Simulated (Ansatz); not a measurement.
# Transmission past a defect: Ta wire along [100], 3 atoms a period, Mn in place of one Ta, part 2 of 3

Aim: how much does this defect scatter, and at which energies?

Ansatz 0.2.0; DFT PBE, plane waves, PAW; relaxation of a wire's period (the session's first sound run).

So far. Step 2 (Relaxation of atoms and period): The cell's length comes to 3.044 Å with spin left out.

## 3. Bands of the perfect wire

This step: DFT PBE, plane waves, PAW; channels and complex bands of a perfect wire (Ansatz 0.2.0).

At the relaxed period the Bloch states of the perfect wire are found at each energy: those that move forward count the open channels, and those that decay describe how a disturbance dies away inside the wire itself. An energy step of 0.035 eV is under the 0.039 eV that the program asks for its thermal average at 300 K.

input.yaml reads:

```yaml
crystal:
  lattice:
    - [10.12, 0.0, 0.0]
    - [0.0, 8.46, 0.0]
    - [0.0, 0.0, 3.0437592665]
  atoms:
    - { symbol: Ta, position: [0.5, 0.393789666, 0.0] }
    - { symbol: Ta, position: [0.377723127, 0.60215954, 0.5] }
    - { symbol: Ta, position: [0.622276873, 0.60215954, 0.5] }
kpoints:
  mp_grid: { grid: [1, 1, 27] }
scf:
  occupations: { method: fermi_dirac, width: 0.05 }
hamiltonian:
  xc: pbe
output:
  transmission:
    e_range: [-1.26, 1.26]
    de: 0.035
    kmesh: [1, 1]
    reduced_basis: true
    leads: [[0, 0]]
basis:
  ecutwfc: "350 eV"
```

On the command line:

```
$ ansatz run input.yaml --threads 4 --pin off --max-ram 16384MiB --backend cpu --events-out ev --progress --plain --runs-dir out
```

Numbers of over 12 decimals in the logs are rounded to 6 here.

The log of the run:

```text
Warning: basis.ecutwfc = 350 eV is below the records' recommended 420 eV, and the density's cutoff is lower with it unless basis.ecutrho_ratio is high enough to keep the records' density cutoff: compare with a run at a higher cutoff
[...]
Crystal: 3 atoms, lattice volume = 260.592 Å³
Basis set: ecut = 350 eV, 3891 PW (Γ)
Bands: 24, of which v1, the nominal top of the filled ones, is band 20 counted from 1 (19 counted from 0)
Symmetry: 4 space group operations
[...]
k-points: 14 of 27
[...]
SCF iter   1: F=—  HF=-29788.909434 eV  |F-HF|=—  |Δ(HF+E_count)|=         —  Δρ=7.66e-3  dr2=3.98e-1  ethr=1.77e-3  ⟨swp⟩=7.1  Hψ=1606  notcnv=0
[...]
SCF iter   9: F=-29788.895987 eV  HF=-29788.895987 eV  |F-HF|=1.55e-8  |Δ(HF+E_count)|=   4.86e-7  Δρ=2.52e-6  dr2=2.25e-8  ethr=2.56e-10  ⟨swp⟩=5.2  Hψ=1064  notcnv=0
SCF 1 converged in 9 iterations: F = -29788.895987 eV  dr2 = 2.25e-8
[...]
transmission: 4 of 24 steps passed
transmission: 8 of 24 steps passed
[...]
transmission: 24 of 24 steps passed
SCF converged after 9 iterations
Free energy (F): -29788.895987 eV
[...]
Internal energy: -29788.865837 eV  (E = F + TS)
E sigma→0 (E₀):  -29788.880912 eV
Entropy (-TS):   -0.030150 eV (-10.050 meV/atom)
Fermi energy:    1.285248 eV
[...]
--- Band table (eV; the first three rows and the last of 14) ---
  k-point 0: bands = [... 16 lower, 0.0203, 0.8262, 1.0299, 1.2440, 1.6607, 2.0391, 2.1916, 2.2446]
  k-point 1: bands = [... 16 lower, 0.0218, 0.6887, 1.0018, 1.3377, 1.6906, 2.0374, 2.2174, 2.2279]
  k-point 2: bands = [... 16 lower, 0.0093, 0.4782, 0.9166, 1.3639, 1.8543, 2.0339, 2.1787, 2.2964]
  k-point 13: bands = [... 16 lower, -0.2150, 0.5913, 1.3230, 1.7571, 1.8524, 2.4062, 3.4609, 3.5150]
--- Transmission ---
  basis      : 627 plane waves across, 4 finite elements along
  points     : 1, standing for a mesh of 1 x 1
  filling    : by the input's occupations and mesh, since the crystals that have channels conduct as metals do. If one of these is a semiconductor, that mesh has misplaced its level
  energies   : 73 from -1.260000 to 1.260000 eV about the Fermi level, 0.035000 eV apart; the leads are filled to 0.000000 eV, and channels, transmission and decay are at 0.000000 eV
  crystal 0  : Ta3, at the sites [0, 0], period 3.0438 Å: whole cells are its period
    offset         : up to 0.0000 Å between an atom of the period and one for which it stands
    filled         : 1.9 meV under the level at which it is neutral
    channels       : 4.000000e0 a spin
    conductance    : 3.3353e14 S/m² at 300 K; may be off by some 0.0 % by where its bands' edges are placed, 0.0 % from the distance to neutral
```

Elapsed: 53 s, on 4 threads of Arm Neoverse V1, shared host; peak memory 0.92 GiB; 3.2 min of CPU time.

Reading the cycles: dr2 is the Hartree energy of the density residual (eV), the measure of convergence; HF is the Harris–Foulkes estimate of the energy, which meets the free energy F at convergence.

This step gave:

```yaml
energy_at_zero_smearing: -29788.8809 eV
channels_at_the_energy_nearest_the_fermi_level_one_spin: 4
conductance_of_the_lead_as_this_run_defines_it: 3.685 G₀
band_gap: 0 eV
```

Table of open channels of the lead, one spin by energy, zero at the Fermi level:

| energy (eV) | open channels of the lead, one spin |
| --- | --- |
| -1.26 | 2 |
| -1.19 | 2 |
| -1.08 | 2 |
| -1.01 | 2 |
| -0.91 | 4 |
| -0.84 | 4 |
| -0.73 | 4 |
| -0.67 | 3 |
| -0.56 | 3 |
| -0.49 | 5 |
| -0.39 | 4 |
| -0.32 | 4 |
| -0.21 | 3 |
| -0.14 | 3 |
| -0.04 | 4 |
| 0.00 | 4 |
| 0.04 | 4 |
| 0.14 | 1 |
| 0.21 | 3 |
| 0.32 | 3 |
| 0.39 | 4 |
| 0.49 | 3 |
| 0.56 | 3 |
| 0.67 | 2 |
| 0.73 | 2 |
| 0.84 | 5 |
| 0.91 | 6 |
| 1.01 | 5 |
| 1.08 | 6 |
| 1.19 | 3 |
| 1.26 | 3 |

The slowest values at each energy, most degenerate partners merged, listed up to 1.5 1/Å. Table of Im kz of the slowest decaying states by energy, zero at the Fermi level:

| energy (eV) | decay 1 (Å⁻¹) | decay 2 (Å⁻¹) | decay 3 (Å⁻¹) | decay 4 (Å⁻¹) |
| --- | --- | --- | --- | --- |
| -1.26 | 0.0486 | 0.0923 | 0.215 | 0.320 |
| -1.16 | 0.115 | 0.141 | 0.205 | 0.318 |
| -1.05 | 0.101 | 0.165 | 0.191 | 0.313 |
| -0.94 | 0.0415 | 0.175 | 0.180 | 0.304 |
| -0.84 | 0.160 | 0.189 | 0.293 | 0.672 |
| -0.77 | 0.145 | 0.193 | 0.286 | 0.657 |
| -0.67 | 0.0708 | 0.105 | 0.195 | 0.279 |
| -0.56 | 0.0397 | 0.171 | 0.195 | 0.276 |
| -0.46 | 0.0117 | 0.192 | 0.236 | 0.276 |
| -0.35 | 0.0505 | 0.185 | 0.275 | 0.292 |
| -0.24 | 0.0470 | 0.0581 | 0.175 | 0.274 |
| -0.14 | 0.0508 | 0.160 | 0.160 | 0.272 |
| -0.04 | 0.138 | 0.238 | 0.267 | 0.399 |
| 0.00 | 0.129 | 0.265 | 0.275 | 0.363 |
| 0.04 | 0.117 | 0.263 | 0.318 | 0.444 |
| 0.14 | 0.0566 | 0.0618 | 0.0638 | 0.254 |
| 0.24 | 0.0858 | 0.0886 | 0.242 | 0.299 |
| 0.35 | 0.0834 | 0.0986 | 0.228 | 0.282 |
| 0.46 | 0.0955 | 0.181 | 0.208 | 0.258 |
| 0.56 | 0.0390 | 0.183 | 0.224 | 0.231 |
| 0.67 | 0.0945 | 0.149 | 0.171 | 0.238 |
| 0.77 | 0.0234 | 0.0922 | 0.121 | 0.139 |
| 0.84 | 0.123 | 0.133 | 0.162 | 0.328 |
| 0.94 | 0.138 | 0.147 | 0.346 | 0.369 |
| 1.05 | 0.119 | 0.165 | 0.354 | 0.432 |
| 1.16 | 0.0579 | 0.183 | 0.187 | 0.230 |
| 1.26 | 0.0471 | 0.122 | 0.194 | 0.197 |

By hand: the program gives 3.3353 × 10^14 S/m² over the cell's cross-section of 85.62 Å² = 8.562 × 10^-19 m², so one cell conducts 2.856 × 10^-4 S. Divided by G0 = 2e²/h = 7.748 × 10^-5 S this is 3.69 G0, a resistance of 3.50 kΩ.

At the computed energy nearest the Fermi level there are 4 channels a spin, and the thermal average gives 3.69 G₀.

## 4. Relaxing the junction

This step: DFT PBE, plane waves, PAW; relaxation of a junction in a wire, ends held (Ansatz 0.2.0).

System of this step: Ta wire along [100], 3 atoms a period, Mn in place of one Ta. The cell holds 27 atoms: 26 Ta and 1 Mn. Its edges and angles: a = 10.120 Å, b = 8.460 Å, c = 27.394 Å, α = 90.0°, β = 90.0°, γ = 90.0°. Regions: held atoms, 18 atoms (18 Ta); free atoms, 9 atoms (8 Ta and 1 Mn). Vacuum lies along a and b. The structure's axis is c.

9 atoms at the defect are free to relax, while 18 stay where the perfect wire has them, so that the ends still repeat as a lead. The cutoff is set under the files' recommended one to save time.

input.yaml reads:

```yaml
crystal:
  lattice:
    - [10.12, 0.0, 0.0]
    - [0.0, 8.46, 0.0]
    - [0.0, 0.0, 27.3938333986]
  atoms:
    - { symbol: Ta, position: [0.5, 0.393789666, 0.0] }
    - { symbol: Ta, position: [0.377723127, 0.60215954, 0.055555556] }
    - { symbol: Ta, position: [0.622276873, 0.60215954, 0.055555556] }
    - { symbol: Ta, position: [0.5, 0.393789666, 0.111111111] }
    - { symbol: Ta, position: [0.377723127, 0.60215954, 0.166666667] }
    - { symbol: Ta, position: [0.622276873, 0.60215954, 0.166666667] }
    - { symbol: Ta, position: [0.5, 0.393789666, 0.222222222] }
    - { symbol: Ta, position: [0.377723127, 0.60215954, 0.277777778] }
    - { symbol: Ta, position: [0.622276873, 0.60215954, 0.277777778] }
    - { symbol: Ta, position: [0.5, 0.393789666, 0.333333333] }
    - { symbol: Ta, position: [0.377723127, 0.60215954, 0.388888889] }
    - { symbol: Ta, position: [0.622276873, 0.60215954, 0.388888889] }
    - { symbol: Ta, position: [0.5, 0.393789666, 0.444444444] }
    - { symbol: Ta, position: [0.377723127, 0.60215954, 0.5] }
    - { symbol: Mn, position: [0.622276873, 0.60215954, 0.5], spin: 4.0 }
    - { symbol: Ta, position: [0.5, 0.393789666, 0.555555556] }
    - { symbol: Ta, position: [0.377723127, 0.60215954, 0.611111111] }
    - { symbol: Ta, position: [0.622276873, 0.60215954, 0.611111111] }
    - { symbol: Ta, position: [0.5, 0.393789666, 0.666666667] }
    - { symbol: Ta, position: [0.377723127, 0.60215954, 0.722222222] }
    - { symbol: Ta, position: [0.622276873, 0.60215954, 0.722222222] }
    - { symbol: Ta, position: [0.5, 0.393789666, 0.777777778] }
    - { symbol: Ta, position: [0.377723127, 0.60215954, 0.833333333] }
    - { symbol: Ta, position: [0.622276873, 0.60215954, 0.833333333] }
    - { symbol: Ta, position: [0.5, 0.393789666, 0.888888889] }
    - { symbol: Ta, position: [0.377723127, 0.60215954, 0.944444444] }
    - { symbol: Ta, position: [0.622276873, 0.60215954, 0.944444444] }
magnetization:
  spin_polarized: true
kpoints:
  mp_grid: { grid: [1, 1, 1] }
scf:
  occupations: { method: fermi_dirac, width: 0.1 }
hamiltonian:
  xc: pbe
relax:
  constraints:
    - { sites: [0, 1, 2, 3, 4, 5, 6, 7, 8, 18, 19, 20, 21, 22, 23, 24, 25, 26] }
  f_tol: 0.06
  max_steps: 35
basis:
  ecutwfc: "350 eV"
```

The log of the run:

```text
[...]
Warning: crystal.symmetry: narrowed to the stabiliser of the relax constraints — unitary ops 2 → 1; lowered at sites 9, 18 (the operations that carried what is held of a site onto what its image site leaves free; the constrained walk keeps no symmetry that its constraints do not admit)
[...]
Crystal: 27 atoms, lattice volume = 2345.329 Å³
Basis set: ecut = 350 eV, 34825 PW (Γ), exchange–correlation on 128×108×360 points (8 copies of the dense FFT grid, shifted against one another)
Bands: 215, of which v1, the nominal top of the filled ones, is band 177 counted from 1 (176 counted from 0)
Symmetry: 1 space group operations
k-points: 1
[...]
Starting moments: Σ|m| = 4 μB on 1 of 27 sites
[...]
SCF iter   1: F=—  HF=-262112.223041 eV  |F-HF|=—  |Δ(HF+E_count)|=         —  Δρ=2.20e-2 (↑2.18e-2 ↓2.20e-2)  dr2=1.91e2  dr2_m=9.86e-2  M=3.632 μB ∫|m|=4.565 μB  β_m=0.30  ethr=3.10e-3  ⟨swp⟩=9.5  Hψ=1814  notcnv=0
[...]
spin=Collinear: LDOS preconditioning applied to the charge; magnetization (m = ρ↑ − ρ↓) channel mixes plain (no charge-response kernel on spin).
SCF iter   2: F=—  HF=-262074.004249 eV  |F-HF|=—  |Δ(HF+E_count)|=    3.82e1  Δρ=1.16e-2 (↑1.14e-2 ↓1.16e-2)  dr2=3.79e1  dr2_m=5.13e-2  M=3.503 μB ∫|m|=4.674 μB  β_m=0.40  ethr=3.10e-3  ⟨swp⟩=5.0  Hψ=1161  notcnv=0
[...]
SCF iter  11: F=-262067.459727 eV  HF=-262067.459742 eV  |F-HF|=1.43e-5  |Δ(HF+E_count)|=   3.29e-5  Δρ=1.49e-5 (↑1.10e-5 ↓1.49e-5)  dr2=2.22e-5  dr2_m=2.40e-6  M=2.738 μB ∫|m|=5.669 μB  ethr=7.18e-9  ⟨swp⟩=2.0  Hψ=1395  notcnv=0
SCF 1 converged in 11 iterations: F = -262067.459727 eV  dr2 = 2.22e-5
[...]
relax step   1: F+E_penalty+E_count = -262067.45972720 eV  Δ(F+E_penalty+E_count) = +0.000e0 eV  max|allowed force component| = 9.335e-1 eV/Å  Δτ_max = 0.0000 Å  (11 SCF iters, dr2 threshold 9.00e-5 eV, accepted)
[...]
Starting moments: Σ|m| = 4 μB on 1 of 27 sites; this step starts from the density that it was given
[...]
SCF iter   8: F=-262067.495445 eV  HF=-262067.495443 eV  |F-HF|=1.74e-6  |Δ(HF+E_count)|=   3.00e-5  Δρ=1.11e-5 (↑1.06e-5 ↓1.11e-5)  dr2=5.73e-6  dr2_m=1.93e-6  M=3.218 μB ∫|m|=5.317 μB  ethr=1.20e-8  ⟨swp⟩=3.0  Hψ=1443  notcnv=0
SCF 2 converged in 8 iterations: F = -262067.495445 eV  dr2 = 5.73e-6
relax step   2: F+E_penalty+E_count = -262067.49544459 eV  Δ(F+E_penalty+E_count) = -3.572e-2 eV  max|allowed force component| = 1.244e0 eV/Å  Δτ_max = 0.1924 Å  (8 SCF iters, dr2 threshold 5.45e-5 eV, accepted)
[...]
SCF iter   8: F=-262067.878707 eV  HF=-262067.878709 eV  |F-HF|=2.22e-6  |Δ(HF+E_count)|=   2.80e-5  Δρ=1.09e-5 (↑9.50e-6 ↓1.09e-5)  dr2=7.94e-6  dr2_m=1.28e-6  M=3.173 μB ∫|m|=5.324 μB  ethr=7.03e-9  ⟨swp⟩=4.0  Hψ=1196  notcnv=0
SCF 3 converged in 8 iterations: F = -262067.878707 eV  dr2 = 7.94e-6
relax step   3: F+E_penalty+E_count = -262067.87870655 eV  Δ(F+E_penalty+E_count) = -3.833e-1 eV  max|allowed force component| = 8.357e-1 eV/Å  Δτ_max = 0.1916 Å  (8 SCF iters, dr2 threshold 9.68e-5 eV, accepted)
[...]
relax step   4: F+E_penalty+E_count = -262068.16227026 eV  Δ(F+E_penalty+E_count) = -2.836e-1 eV  max|allowed force component| = 6.682e-1 eV/Å  Δτ_max = 0.1925 Å  (8 SCF iters, dr2 threshold 1.00e-4 eV, accepted)
[...]
relax step   5: F+E_penalty+E_count = -262068.29265959 eV  Δ(F+E_penalty+E_count) = -1.304e-1 eV  max|allowed force component| = 2.333e-1 eV/Å  Δτ_max = 0.2000 Å  (7 SCF iters, dr2 threshold 1.00e-4 eV, accepted)
[...]
relax step   6: F+E_penalty+E_count = -262068.31556849 eV  Δ(F+E_penalty+E_count) = -2.291e-2 eV  max|allowed force component| = 1.366e-1 eV/Å  Δτ_max = 0.1420 Å  (8 SCF iters, dr2 threshold 6.64e-6 eV, accepted)
[...]
relax step   7: F+E_penalty+E_count = -262068.31755423 eV  Δ(F+E_penalty+E_count) = -1.986e-3 eV  max|allowed force component| = 1.443e-1 eV/Å  Δτ_max = 0.0940 Å  (10 SCF iters, accepted)
[...]
relax step   8: F+E_penalty+E_count = -262068.32540480 eV  Δ(F+E_penalty+E_count) = -7.851e-3 eV  max|allowed force component| = 7.866e-2 eV/Å  Δτ_max = 0.1111 Å  (8 SCF iters, dr2 threshold 7.13e-6 eV, accepted)
[...]
relax step   9: F+E_penalty+E_count = -262068.33037022 eV  Δ(F+E_penalty+E_count) = -4.965e-3 eV  max|allowed force component| = 2.712e-2 eV/Å  Δτ_max = 0.0512 Å  (10 SCF iters, accepted)
SCF iter   1: F=—  HF=-262068.348603 eV  |F-HF|=—  |Δ(HF+E_count)|=         —  Δρ=1.31e-3 (↑1.22e-3 ↓1.31e-3)  dr2=3.05e-1  dr2_m=8.39e-3  M=3.082 μB ∫|m|=5.404 μB  β_m=0.30  ethr=6.53e-4  ⟨swp⟩=4.0  Hψ=795  notcnv=0
[...]
SCF iter  10: F=-262068.332295 eV  HF=-262068.332295 eV  |F-HF|=2.03e-8  |Δ(HF+E_count)|=   1.15e-7  Δρ=7.15e-7 (↑7.15e-7 ↓6.75e-7)  dr2=3.76e-8  dr2_m=5.01e-9  M=3.048 μB ∫|m|=5.393 μB  ethr=1.81e-11  ⟨swp⟩=1.5  Hψ=1549  notcnv=0
SCF 10 converged in 10 iterations: F = -262068.332295 eV  dr2 = 3.76e-8
relax step  10: F+E_penalty+E_count = -262068.33229540 eV  Δ(F+E_penalty+E_count) = -1.925e-3 eV  max|allowed force component| = 4.595e-2 eV/Å  Δτ_max = 0.0601 Å  (10 SCF iters, accepted)
SCF converged after 10 iterations
Magnetization: 3.0482 μB (178.0241 up, 174.9759 down)
Absolute magnetization: 5.4141 μB (∫|ρ↑−ρ↓|, with the PAW one-centre terms)
[...]
Per-site moments (μB) at R_I (Å): [(-0.005878, 1.087849), (-0.00211727, 1.020890), (-0.00308388, 1.020890), (-0.00326441, 1.087849), (0.00184114, 1.020890), (-0.000233773, 1.020890), (-0.000593853, 1.087849), (-0.00928776, 1.020890), (-0.00733023, 1.020890), (0.00931854, 1.080757), (0.013784, 1.034542), (-0.00393296, 1.034542), (0.00457445, 1.052795), (-0.233218, 0.978620), (3.024778, 0.978620), (-0.016424, 1.059585), (0.016955, 1.032251), (-0.000182318, 1.032251), (0.00703246, 1.087849), (-0.014685, 1.020890), (-0.00869354, 1.020890), (0.00301014, 1.087849), (-0.00222518, 1.020890), (-0.000158935, 1.020890), (-0.000393668, 1.087849), (-0.000784638, 1.020890), (-0.0041373, 1.020890)]
Free energy (F): -262068.332295 eV
[...]
Internal energy: -262067.278815 eV  (E = F + TS)
E sigma→0 (E₀):  -262067.805555 eV
Entropy (-TS):   -1.053481 eV (-39.018 meV/atom)
Fermi energy:    1.259934 eV
[...]
--- Forces (eV/Å), atoms counted from 1 ---
  atom   1  Ta     0.00118973    -0.09776380    -0.00784459
  atom   2  Ta    -0.03979270     0.04127220    -0.01986274
  atom   3  Ta     0.04547459     0.04982499     0.00429857
  atom   4  Ta    -0.00558629    -0.03540007    -0.08223232
  atom   5  Ta     0.03295348    -0.01298077     0.10828340
  atom   6  Ta     0.01934831    -0.00741329     0.11542151
  atom   7  Ta    -0.04574943    -0.09794412     0.47624410
  atom   8  Ta     0.04481964     0.02206029     0.44828998
  atom   9  Ta    -0.06552311     0.10913165     0.26498268
  atom  10  Ta    -0.00377797    -0.01599144    -0.01643798
  atom  11  Ta    -0.01014989    -0.00176668     0.00668449
  atom  12  Ta     0.01459304     0.01406582     0.00555482
  atom  13  Ta     0.00673094    -0.00033098    -0.00886923
  atom  14  Ta    -0.03465183     0.04595086    -0.03007990
  atom  15  Mn     0.02358129    -0.02188916     0.00544716
  atom  16  Ta     0.01485604    -0.02251471     0.02610691
  atom  17  Ta    -0.04154963    -0.01292017     0.00053152
  atom  18  Ta     0.02056202     0.00412143    -0.00348196
  atom  19  Ta    -0.28907073     0.06939926    -0.40586521
  atom  20  Ta     0.21752872    -0.15644846    -0.73358904
  atom  21  Ta     0.11510775     0.20893715    -0.11500508
  atom  22  Ta    -0.06339379    -0.11477236    -0.02223309
  atom  23  Ta     0.01387087    -0.02397748    -0.02185754
  atom  24  Ta     0.02700203     0.01373951    -0.04406863
  atom  25  Ta    -0.00882041    -0.01401127     0.03940752
  atom  26  Ta    -0.04610232     0.01604341     0.01475710
  atom  27  Ta     0.05672961     0.04148146    -0.00458432
  max |Σ_I F_I| component: 1.80e-4 eV/Å
--- Relaxed structure (10 steps of the walk, 10 accepted, 0 SCFs on fresh bases) ---
  F+E_penalty+E_count = -262068.33229540 eV   max|allowed force component| = 4.595e-2 eV/Å
  atoms:
    - { symbol: Ta, position: [0.5, 0.393789666, 0.0] }
    - { symbol: Ta, position: [0.377723127, 0.60215954, 0.055556] }
    - { symbol: Ta, position: [0.622277, 0.60215954, 0.055556] }
    - { symbol: Ta, position: [0.5, 0.393789666, 0.111111] }
    - { symbol: Ta, position: [0.377723127, 0.60215954, 0.166667] }
    - { symbol: Ta, position: [0.622277, 0.60215954, 0.166667] }
    - { symbol: Ta, position: [0.5, 0.393789666, 0.222222] }
    - { symbol: Ta, position: [0.377723127, 0.60215954, 0.277778] }
    - { symbol: Ta, position: [0.622277, 0.60215954, 0.277778] }
    - { symbol: Ta, position: [0.493938, 0.410722, 0.339494] }
    - { symbol: Ta, position: [0.340321, 0.564330, 0.403613] }
    - { symbol: Ta, position: [0.582884, 0.625086, 0.403736] }
    - { symbol: Ta, position: [0.510777, 0.373053, 0.447466] }
    - { symbol: Ta, position: [0.432563, 0.613774, 0.504418] }
    - { symbol: Mn, position: [0.664965, 0.577113, 0.503438] }
    - { symbol: Ta, position: [0.520561, 0.373488, 0.557987] }
    - { symbol: Ta, position: [0.336801, 0.543652, 0.603423] }
    - { symbol: Ta, position: [0.574270, 0.625585, 0.606335] }
    - { symbol: Ta, position: [0.5, 0.393789666, 0.666667] }
    - { symbol: Ta, position: [0.377723127, 0.60215954, 0.722222] }
    - { symbol: Ta, position: [0.622277, 0.60215954, 0.722222] }
    - { symbol: Ta, position: [0.5, 0.393789666, 0.777777778] }
    - { symbol: Ta, position: [0.377723127, 0.60215954, 0.833333] }
    - { symbol: Ta, position: [0.622277, 0.60215954, 0.833333] }
    - { symbol: Ta, position: [0.5, 0.393789666, 0.888889] }
    - { symbol: Ta, position: [0.377723127, 0.60215954, 0.944444] }
    - { symbol: Ta, position: [0.622277, 0.60215954, 0.944444] }
```

The job ended after 3.4 min (4 threads; peak memory 2.4 GiB; 13 min of CPU time).

Relaxation path:

```csv
step,energy less that of the first step (eV),largest force component (eV/Å)
1,0.0000,0.9335
2,-0.0357,1.2442
3,-0.4190,0.8357
4,-0.7025,0.6682
5,-0.8329,0.2333
6,-0.8558,0.1366
7,-0.8578,0.1443
8,-0.8657,0.0787
9,-0.8706,0.0271
10,-0.8726,0.0460
```

The atoms that moved most (Å):

```
atom      dx      dy      dz  length
Ta17  -0.414  -0.495  -0.211   0.679
Ta11  -0.379  -0.320   0.403   0.639
Ta12  -0.399   0.194   0.407   0.602
Ta14   0.555   0.098   0.121   0.576
Ta18  -0.486   0.198  -0.131   0.541
Mn15   0.432  -0.212   0.094   0.490
Ta16   0.208  -0.172   0.067   0.278
Ta10  -0.061   0.143   0.169   0.230
```

Numbers from this step:

- energy at zero smearing: -262067.8056 eV
- total moment: 3.048 μB
- absolute moment: 5.414 μB

Site moment by element, in μB:

```csv
element,atoms,mean,spread (r.m.s.),least,largest
Ta,26,-0.01,0.05,-0.23,0.02
Mn,1,3.02,0.00,3.02,3.02
```

The atoms farthest from the mean of their element:

```csv
atom,"x, y, z (Å)",site moment (μB)
Ta14,"4.38, 5.19, 13.82",-0.23
Ta17,"3.41, 4.60, 16.53",0.02
Ta11,"3.44, 4.77, 11.06",0.01
Ta10,"5.00, 3.47, 9.30",0.01
Ta19,"5.06, 3.33, 18.26",0.01
Ta13,"5.17, 3.16, 12.26",0.00
Ta22,"5.06, 3.33, 21.31",0.00
Ta5,"3.82, 5.09, 4.57",0.00
```

The largest force component on a free atom ends at 0.046 eV/Å, under the limit of 0.06. Mn ends nearest to Ta at 2.37 Å, Ta at 2.71 Å, Ta at 2.79 Å, Ta at 2.88 Å and Ta at 2.99 Å; its sphere holds +3.02 μB. 5 atoms of the wire itself, hydrogen apart, moved by over 0.45 Å, up to 0.68 Å.

[end of part 2 of 3]

[Logs are printed without paths, hosts, clocks, repeated set-up lines and the standing remarks that a program may print on its own settings, such as how far it seeks lower states.]

[Hosts, paths, dates, database ids (printed as entryN), source tags and the programs' standing remarks are cut or masked in the printed files.]
